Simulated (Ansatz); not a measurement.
We consider rock-salt NaBr, described by G0W0@HSE06 (Ansatz, an electronic-structure program, plane waves, hard PAW, contour deformation).

The same calculation (at the measured cell, 26.648 Å³/atom) with different numerical settings; throughout: k mesh 2×2×2:

```csv
run,response cutoff (eV),empty bands,quasiparticle gap on the mesh (eV),quasiparticle gap at Γ (eV),rough time
1,100,222,6.897,6.897,60 core-s
2,150,408,7.026,7.026,2 core-min
3,200,629,7.076,7.076,4 core-min
4,250,879,7.106,7.106,9 core-min
5,300,1155,7.122,7.122,9 core-min
```

In the column quasiparticle gap on the mesh (eV) the first row differs from the last by -0.225 and the next to last by -0.016.

The last row is no converged limit: other settings stay fixed.

Spin–orbit coupling is not included.

Note: GW on a hybrid start was not checked against another program.
